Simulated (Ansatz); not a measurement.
The system is FeSi.

```
Fe Si
1.0
     4.55070    0.00000    0.00000
     0.00000    4.55070    0.00000
     0.00000    0.00000    4.55070
Fe Si
4 4
Direct
  0.86348 0.63652 0.36348
  0.63652 0.36348 0.86348
  0.36348 0.86348 0.63652
  0.13652 0.13652 0.13652
  0.15760 0.34240 0.65760
  0.34240 0.65760 0.15760
  0.65760 0.15760 0.34240
  0.84240 0.84240 0.84240
```

Base run:

* Program: Ansatz 0.2.0
* Functional: PBEsol
* Potentials or basis: Ansatz PAW
* Cutoff: 420 eV (not typed: the program's choice for these potentials)
* k mesh: 6 × 6 × 6
* Occupations: fermi-dirac, width 0.05 eV
* Spin: collinear spin, ferromagnetic start
* Starting moments: [3.0, 3.0, 3.0, 3.0, 0.0, 0.0, 0.0, 0.0] μB

Its results: pressure -16.8 GPa; largest force 0.081 eV/Å.

Question: The run is repeated on the same cell with these changes: spin from collinear spin, ferromagnetic start to no spin polarisation. What comes out?

Answer: Pressure -19.8 GPa; largest force 0.284 eV/Å.

Caveats: the PAW data sets come from PBE, with cores solved anew for the run's functional, which leaves a small shift of forces and pressure.
